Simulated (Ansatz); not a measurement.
# GePt (model cell, started as wurtzite): following an unstable mode, part 2 of 3

Aim: this structure of GePt (model cell, started as wurtzite) is to be tested for unstable modes, and one is followed downhill.

Ansatz 0.2.0; DFT PBE, scalar-relativistic, plane waves, PAW.

So far, highest frequency on the path or at a solved wavevector (cm⁻¹): step 2 (response at finite wavevector) 223. Also lowest frequency on the path (cm⁻¹): step 2 -26.5.

The structure was built from a prototype and need not be the compound's stable phase.

## (5) Energy along the mode, all amplitudes (two of the runs are shown above)

An imaginary frequency means negative curvature, so the energy should fall and then rise again as anharmonic terms take over.

This step gave:

* depth at the lowest point sampled: 1.047 meV/atom
* largest atomic shift at that point: 0.14 Å

Table of energy from the parent by largest atomic shift:

| largest atomic shift (Å) | energy from the parent (meV/atom) |
| --- | --- |
| 0.000 | 0 |
| 0.040 | -0.144 |
| 0.080 | -0.517 |
| 0.140 | -1.05 |
| 0.220 | 0.426 |
| 0.320 | 11.6 |

Displacement at unit largest shift by atom:

| atom | x (Å) | y (Å) | z (Å) | size |
| --- | --- | --- | --- | --- |
| Pt1 | 0.000 | -0.534 | 0.603 | 0.805 |
| Pt2 | 0.000 | 0.534 | -0.603 | 0.805 |
| Pt3 | 0.000 | -0.534 | -0.603 | 0.805 |
| Pt4 | 0.000 | 0.534 | 0.603 | 0.805 |
| Ge5 | 0.000 | 0.595 | 0.803 | 0.999 |
| Ge6 | 0.000 | -0.595 | -0.803 | 0.999 |
| Ge7 | 0.000 | 0.595 | -0.803 | 0.999 |
| Ge8 | 0.000 | -0.595 | 0.803 | 0.999 |

The lowest of the steps tried is at 0.14 Å, 1.05 meV/atom below the parent; the bottom of the well need not coincide with a step.

## (6) Relaxation from the frozen mode

Starting from the lowest point found, all atoms and the cell are let go, so that strain and other modes of the same symmetry can join in.

input.yaml

```yaml
crystal:
  lattice:
    - [-3.9283139825, -2.8143e-06, 0.0]
    - [0.0, 0.0, -6.680801802]
    - [4.8745e-06, -6.8040394059, 0.0]
  atoms:
    - { symbol: Pt, position: [0.5, 0.9835773708, 0.1776476691] }
    - { symbol: Pt, position: [0.0, 1.0088334589, 0.6556856643] }
    - { symbol: Pt, position: [0.0, 0.5088334589, 0.3443143357] }
    - { symbol: Pt, position: [0.5, 0.4835773708, 0.8223523309] }
    - { symbol: Ge, position: [0.5, 0.6119579978, 0.1544160626] }
    - { symbol: Ge, position: [0.0, 0.6456311725, 0.6789172708] }
    - { symbol: Ge, position: [0.0, 0.1456311725, 0.3210827292] }
    - { symbol: Ge, position: [0.5, 0.1119579978, 0.8455839374] }
kpoints:
  mp_grid: { grid: [10, 6, 6] }
hamiltonian:
  xc: pbe
scf:
  occupations: { method: methfessel_paxton, width: 0.2 }
output:
  forces: true
  stress: true
  eigenvalues: true
relax:
  adjacent_minimum: "off"
  f_tol: 0.002
  max_steps: 120
  cell: { stress_tol: 0.03 }
```

The run is started by

```
> ansatz run input.yaml --threads 4 --pin off --max-ram 7168MiB --backend cpu --events-out ev --progress --plain --runs-dir out
```

Numbers of over 12 decimals in the logs are rounded to 6 here.

Output:

```text
[...]
Crystal: 8 atoms, lattice volume = 178.567 Å³
Basis set: ecut = 420 eV, 3505 PW (Γ), exchange–correlation on 54×90×96 points (8 copies of the dense FFT grid, shifted against one another)
Bands: 77, of which v1, the nominal top of the filled ones, is band 64 counted from 1 (63 counted from 0)
Symmetry: 4 space group operations
[...]
k-points: 96 of 360 (time reversal used)
[...]
SCF iter   1: F=—  HF=-67273.574026 eV  |F-HF|=—  |Δ(HF+E_count)|=         —  Δρ=2.64e-3  dr2=1.07e-2  ethr=1.77e-3  ⟨swp⟩=5.5  Hψ=25175  notcnv=0  defer=19
[...]
SCF iter   6: F=-67273.576387 eV  HF=-67273.576387 eV  |F-HF|=6.51e-8  |Δ(HF+E_count)|=   2.06e-8  S|Δr|=    0.00e0  Δρ=7.85e-6  dr2=9.59e-8  ethr=7.81e-11  ⟨swp⟩=8.2  Hψ=34483  notcnv=0
SCF 1 converged in 6 iterations: F = -67273.576387 eV  dr2 = 9.59e-8
[...]
relax step   1: F+E_penalty+E_count = -67273.57638744 eV  Δ(F+E_penalty+E_count) = +0.000e0 eV  max|allowed force component| = 1.582e-1 eV/Å  Δτ_max = 0.0000 Å  P = -0.886 GPa  Ω = 178.567 Å³  (6 SCF iters, dr2 threshold 1.00e-7 eV, accepted)
Crystal: 8 atoms, lattice volume = 176.296 Å³
Basis set: ecut = 420 eV, 3421 PW (Γ), exchange–correlation on 54×90×96 points (8 copies of the dense FFT grid, shifted against one another)
[...]
SCF iter   5: F=-67273.594970 eV  HF=-67273.594970 eV  |F-HF|=7.01e-7  |Δ(HF+E_count)|=   1.01e-5  S|Δr|=    0.00e0  Δρ=2.78e-5  dr2=6.26e-7  ethr=6.25e-10  ⟨swp⟩=5.0  Hψ=34574  notcnv=0
SCF 2 converged in 5 iterations: F = -67273.594970 eV  dr2 = 6.26e-7
relax step   2: F+E_penalty+E_count = -67273.59497021 eV  Δ(F+E_penalty+E_count) = -1.858e-2 eV  max|allowed force component| = 9.664e-2 eV/Å  Δτ_max = 0.0374 Å  P = +0.158 GPa  Ω = 176.296 Å³  energy of the carried Pulay correction = +6.390e-4 eV  (5 SCF iters, dr2 threshold 8.00e-7 eV, accepted)
Crystal: 8 atoms, lattice volume = 172.212 Å³
Basis set: ecut = 420 eV, 3337 PW (Γ), exchange–correlation on 54×90×96 points (8 copies of the dense FFT grid, shifted against one another)
[...]
SCF iter   7: F=-67273.701332 eV  HF=-67273.701332 eV  |F-HF|=3.60e-8  |Δ(HF+E_count)|=   1.44e-6  S|Δr|=    0.00e0  Δρ=1.14e-5  dr2=1.79e-7  ethr=4.56e-10  ⟨swp⟩=7.3  Hψ=29419  notcnv=0
SCF 3 converged in 7 iterations: F = -67273.701332 eV  dr2 = 1.79e-7
relax step   3: F+E_penalty+E_count = -67273.70133246 eV  Δ(F+E_penalty+E_count) = -1.064e-1 eV  max|allowed force component| = 2.814e-1 eV/Å  Δτ_max = 0.1951 Å  P = +0.188 GPa  Ω = 172.212 Å³  energy of the carried Pulay correction = +1.809e-3 eV  (7 SCF iters, dr2 threshold 5.84e-7 eV, accepted)
[... from here on, the SCF cycles and remarks between the steps are left out ...]
relax step   4: F+E_penalty+E_count = -67273.97257473 eV  Δ(F+E_penalty+E_count) = -2.712e-1 eV  max|allowed force component| = 3.770e-1 eV/Å  Δτ_max = 0.1944 Å  P = -1.193 GPa  Ω = 166.789 Å³  energy of the carried Pulay correction = +3.406e-3 eV  (7 SCF iters, dr2 threshold 8.00e-7 eV, accepted)
relax step   5: F+E_penalty+E_count = -67274.31928806 eV  Δ(F+E_penalty+E_count) = -3.467e-1 eV  max|allowed force component| = 4.100e-1 eV/Å  Δτ_max = 0.1951 Å  P = -3.893 GPa  Ω = 160.152 Å³  energy of the carried Pulay correction = +5.429e-3 eV  (7 SCF iters, dr2 threshold 8.00e-7 eV, accepted)
relax step   6: F+E_penalty+E_count = -67274.43713437 eV  Δ(F+E_penalty+E_count) = -1.178e-1 eV  max|allowed force component| = 3.632e-1 eV/Å  Δτ_max = 0.2000 Å  P = +0.996 GPa  Ω = 149.662 Å³  energy of the carried Pulay correction = +8.796e-3 eV  (8 SCF iters, dr2 threshold 8.00e-7 eV, accepted)
relax step   7: F+E_penalty+E_count = -67274.42519811 eV  Δ(F+E_penalty+E_count) = +1.194e-2 eV  max|allowed force component| = 5.951e-1 eV/Å  Δτ_max = 0.1156 Å  P = -0.136 GPa  Ω = 149.221 Å³  energy of the carried Pulay correction = +8.942e-3 eV  (8 SCF iters, dr2 threshold 8.00e-7 eV, rejected (line search))
relax step   8: F+E_penalty+E_count = -67274.51068919 eV  Δ(F+E_penalty+E_count) = -7.355e-2 eV  max|allowed force component| = 1.735e-1 eV/Å  Δτ_max = 0.0578 Å  P = +0.567 GPa  Ω = 150.416 Å³  energy of the carried Pulay correction = +8.547e-3 eV  (13 SCF iters, accepted)
relax step   9: F+E_penalty+E_count = -67274.52857471 eV  Δ(F+E_penalty+E_count) = -1.789e-2 eV  max|allowed force component| = 1.991e-2 eV/Å  Δτ_max = 0.0475 Å  P = -0.098 GPa  Ω = 151.383 Å³  energy of the carried Pulay correction = +8.229e-3 eV  (7 SCF iters, dr2 threshold 8.00e-7 eV, accepted)
relax step  10: F+E_penalty+E_count = -67274.52815104 eV  Δ(F+E_penalty+E_count) = +4.237e-4 eV  max|allowed force component| = 3.429e-2 eV/Å  Δτ_max = 0.0136 Å  P = +0.256 GPa  Ω = 151.246 Å³  energy of the carried Pulay correction = +8.274e-3 eV  (7 SCF iters, dr2 threshold 4.18e-8 eV, rejected (line search))
relax step  11: F+E_penalty+E_count = -67274.52873839 eV  Δ(F+E_penalty+E_count) = -1.637e-4 eV  max|allowed force component| = 9.635e-4 eV/Å  Δτ_max = 0.0048 Å  P = -0.001 GPa  Ω = 151.366 Å³  energy of the carried Pulay correction = +8.234e-3 eV  (10 SCF iters, accepted)
Basis set: ecut = 420 eV, 2943 PW (Γ), exchange–correlation on 48×90×90 points (8 copies of the dense FFT grid, shifted against one another)
[...]
SCF iter   9: F=-67274.520404 eV  HF=-67274.520404 eV  |F-HF|=2.91e-11  |Δ(HF+E_count)|=  1.46e-11  S|Δr|=    0.00e0  Δρ=2.90e-8  dr2=2.88e-12  ethr=1.00e-12  ⟨swp⟩=5.0  Hψ=28616  notcnv=0
SCF 12 converged in 9 iterations: F = -67274.520404 eV  dr2 = 2.88e-12
relax step  12: F+E_penalty+E_count = -67274.52040446 eV  Δ(F+E_penalty+E_count) = +8.334e-3 eV  max|allowed force component| = 6.811e-4 eV/Å  Δτ_max = 0.0000 Å  P = -0.000 GPa  Ω = 151.366 Å³  stress off target by 1.62e-2 GPa  SCF on the basis re-selected at this cell (its energy is not comparable with the rows above)  (9 SCF iters)
basis re-selected at this cell: Δ(F+E_penalty+E_count) = +8.334e-3 eV, ΔP = +0.001 GPa vs the last step (what re-selecting the basis moved, of the pressure what is left beyond the Pulay correction that the steps carried, after the strain that the cell walked since its last selection, with what the two solves' SCF thresholds leave and, on support functions, any second-order correction that the steps lacked; it is no measure of the basis error at this ecutwfc). The dense FFT grid was sized anew with the basis: this SCF ran on 24×45×45 points, the steps before it on 27×45×48, so part of this shift can come from that change (see relax.cell in the input reference). [rest of the remark cut]
SCF converged after 9 iterations
[...]
Free energy (F): -67274.520404 eV
[...]
Internal energy: -67274.526291 eV  (E = F + TS)
E sigma→0 (E₀):  -67274.521876 eV
Entropy (-TS):   0.005886 eV (0.736 meV/atom)
Fermi energy:    14.448329 eV
[...]
--- Forces (eV/Å), atoms counted from 1 ---
  atom   1  Pt    -0.00000000     0.00068111     0.00015022
  atom   2  Pt     0.00000000    -0.00031110     0.00045754
  atom   3  Pt    -0.00000000     0.00031110     0.00045754
  atom   4  Pt     0.00000000    -0.00068111     0.00015022
  atom   5  Ge     0.00000000    -0.00016978    -0.00020166
  atom   6  Ge     0.00000000    -0.00002009    -0.00040588
  atom   7  Ge    -0.00000000     0.00002009    -0.00040588
  atom   8  Ge    -0.00000000     0.00016978    -0.00020166
  max |Σ_I F_I| component: 4.45e-7 eV/Å
--- Stress (GPa, compression-positive) ---
       -0.016224      -0.000000       0.000000
       -0.000000       0.005182      -0.000000
        0.000000      -0.000000       0.010507
  P = ⅓ Tr σ = -0.0002 GPa (-0.002 kbar)
--- Band table (eV; the first three rows and the last of 96) ---
  k-point 0: bands = [... 60 lower, 11.9820, 12.0908, 12.9887, 13.1504, 15.3579, 15.3602, 18.2520, 18.2614, ... 9 higher]
  k-point 1: bands = [... 60 lower, 11.9708, 12.1055, 12.6279, 13.8412, 15.5555, 15.5755, 17.2642, 18.1540, ... 9 higher]
  k-point 2: bands = [... 60 lower, 12.0982, 12.1625, 12.4737, 14.8809, 15.8756, 16.0046, 16.0747, 17.5292, ... 9 higher]
  k-point 95: bands = [... 60 lower, 12.3290, 12.3290, 12.5862, 12.5862, 15.9913, 15.9913, 16.2322, 16.2322, ... 9 higher]
--- Relaxed structure (11 steps of the walk, 9 accepted, 1 SCFs on fresh bases) ---
  F+E_penalty+E_count = -67274.52040446 eV   max|allowed force component| = 6.811e-4 eV/Å   (the final SCF, on the basis selected at the relaxed cell)
  cell:  # Å, volume = 151.3663 Å³
    - [-3.557659, -2.548754649440992e-6, 0]
    - [0, 0.0, -6.487904]
    - [4.698120917912116e-6, -6.557835, 0]
  atoms:
    - { symbol: Pt, position: [0.5, 0.927535, 0.274097] }
    - { symbol: Pt, position: [0, 1.053924, 0.683048] }
    - { symbol: Pt, position: [0, 0.553924, 0.316952] }
    - { symbol: Pt, position: [0.500000, 0.427535, 0.725903] }
    - { symbol: Ge, position: [0.5, 0.582501, 0.067963] }
    - { symbol: Ge, position: [0, 0.686041, 0.667985] }
    - { symbol: Ge, position: [0, 0.186041, 0.332015] }
    - { symbol: Ge, position: [0.5, 0.082501, 0.932037] }
```

Run time: 9 min. Hardware: 4 threads of Arm Neoverse V1, shared host; peak memory 1.4 GiB; 36 min of CPU time.

The steps of the relaxation:

| step | energy less that of the first step (eV) | largest force component (eV/Å) | pressure (GPa) | volume (Å³) |
| --- | --- | --- | --- | --- |
| 1 | 0.0000 | 0.1582 | -0.89 | 178.57 |
| 2 | -0.0186 | 0.0966 | 0.16 | 176.30 |
| 3 | -0.1249 | 0.2814 | 0.19 | 172.21 |
| 4 | -0.3962 | 0.3770 | -1.19 | 166.79 |
| 5 | -0.7429 | 0.4100 | -3.89 | 160.15 |
| 6 | -0.8607 | 0.3632 | 1.00 | 149.66 |
| 7 | -0.8488 | 0.5951 | -0.14 | 149.22 |
| 8 | -0.9343 | 0.1735 | 0.57 | 150.42 |
| 9 | -0.9522 | 0.0199 | -0.10 | 151.38 |
| 10 | -0.9518 | 0.0343 | 0.26 | 151.25 |
| 11 | -0.9524 | 0.0010 | 0.00 | 151.37 |
| 12* | -0.9440 | 0.0007 | 0.00 | 151.37 |

Relaxation steps marked * repeat the geometry before them on a plane-wave basis chosen anew for their cell, so energy and pressure can jump there. Relaxation steps 7, 10 were tried and not accepted.

The run keeps the 4 symmetry operations that it works with, so distortions that break them were not tested.

| cell as run | before | after | change |
| --- | --- | --- | --- |
| a (Å) | 3.928 | 3.558 | -9.4 % |
| b (Å) | 6.681 | 6.488 | -2.9 % |
| c (Å) | 6.804 | 6.558 | -3.6 % |
| volume (Å³/atom) | 22.32 | 18.92 | -15.2 % |

The atoms that moved most (Å, as changes of fractional coordinates times the final cell):

| atom | dx | dy | dz | length |
| --- | --- | --- | --- | --- |
| Pt1 | 0.000 | -0.632 | 0.364 | 0.730 |
| Pt4 | 0.000 | 0.632 | 0.364 | 0.730 |
| Ge5 | 0.000 | 0.567 | 0.191 | 0.598 |
| Ge8 | 0.000 | -0.567 | 0.191 | 0.598 |
| Pt3 | 0.000 | 0.179 | -0.293 | 0.343 |
| Pt2 | 0.000 | -0.179 | -0.293 | 0.343 |
| Ge7 | 0.000 | -0.072 | -0.262 | 0.272 |
| Ge6 | 0.000 | 0.072 | -0.262 | 0.272 |

Numbers from this step:

```
pressure        : -1.79e-4 GPa
volume per atom : 18.92 Å³
```

The distorted start has space group Pmc2_1; the relaxation ends in Pmc2_1.

## (7) The new phase in its own primitive cell

The relaxed structure is symmetrised, reduced to its primitive cell and relaxed tightly, as its phonons need.

input.yaml

```yaml
crystal:
  lattice:
    - [3.5576588854, 0.0, 0.0]
    - [0.0, 6.5578346789, 0.0]
    - [0.0, 0.0, 6.4879041075]
  atoms:
    - { symbol: Pt, position: [0.5, 0.7259028399, 0.9275351709] }
    - { symbol: Pt, position: [0.0, 0.3169520496, 0.0539237059] }
    - { symbol: Pt, position: [0.0, 0.6830479504, 0.5539237059] }
    - { symbol: Pt, position: [0.5, 0.2740971601, 0.4275351709] }
    - { symbol: Ge, position: [0.5, 0.9320373132, 0.5825005233] }
    - { symbol: Ge, position: [0.0, 0.3320147388, 0.6860405999] }
    - { symbol: Ge, position: [0.0, 0.6679852612, 0.1860405999] }
    - { symbol: Ge, position: [0.5, 0.0679626868, 0.0825005233] }
kpoints:
  mp_grid: { grid: [10, 6, 6] }
hamiltonian:
  xc: pbe
scf:
  occupations: { method: methfessel_paxton, width: 0.2 }
output:
  forces: true
  stress: true
  eigenvalues: true
relax:
  adjacent_minimum: "off"
  f_tol: 0.001
  max_steps: 60
  cell: { stress_tol: 0.01 }
```

Output:

```text
[...]
Crystal: 8 atoms, lattice volume = 151.366 Å³
Basis set: ecut = 420 eV, 2943 PW (Γ), exchange–correlation on 48×90×90 points (8 copies of the dense FFT grid, shifted against one another)
Bands: 77, of which v1, the nominal top of the filled ones, is band 64 counted from 1 (63 counted from 0)
Symmetry: 4 space group operations
[...]
k-points: 96 of 360 (time reversal used)
[...]
- [0, 6.558542, 0]
    - [0, 0, 6.488811]
  atoms:
    - { symbol: Pt, position: [0.5, 0.725962, 0.927534] }
    - { symbol: Pt, position: [0, 0.316993, 0.053899] }
    - { symbol: Pt, position: [0, 0.683007, 0.553899] }
    - { symbol: Pt, position: [0.5, 0.274038, 0.427534] }
    - { symbol: Ge, position: [0.5, 0.932027, 0.582508] }
    - { symbol: Ge, position: [0, 0.332022, 0.686059] }
    - { symbol: Ge, position: [0, 0.667978, 0.186059] }
    - { symbol: Ge, position: [0.5, 0.067973, 0.082508] }
[key lines of the parts left out:]
SCF converged after 7 iterations
Free energy (F): -67274.520407 eV
Fermi energy:    14.448311 eV
P = ⅓ Tr σ = -0.0004 GPa (-0.004 kbar)
```

The job ended after 1.7 min (4 threads; peak memory 1.1 GiB; 6.8 min of CPU time).

Little changed from the start: no atom moved by 0.005 Å and no cell edge by 0.1 %.

Numbers from this step:

* pressure: -4.07e-4 GPa

The largest force component left is 0.85 meV/Å and the pressure is 0.000 GPa, within the tolerances set. The cell now holds 18.92 Å³/atom.

(Continued in part 3 of 3.)

[Logs are printed without paths, hosts, clocks, repeated set-up lines and the standing remarks that a program may print on its own settings, such as how far it seeks lower states.]

[Hosts, paths, dates, database ids (printed as entryN), source tags and the programs' standing remarks are cut or masked in the printed files.]
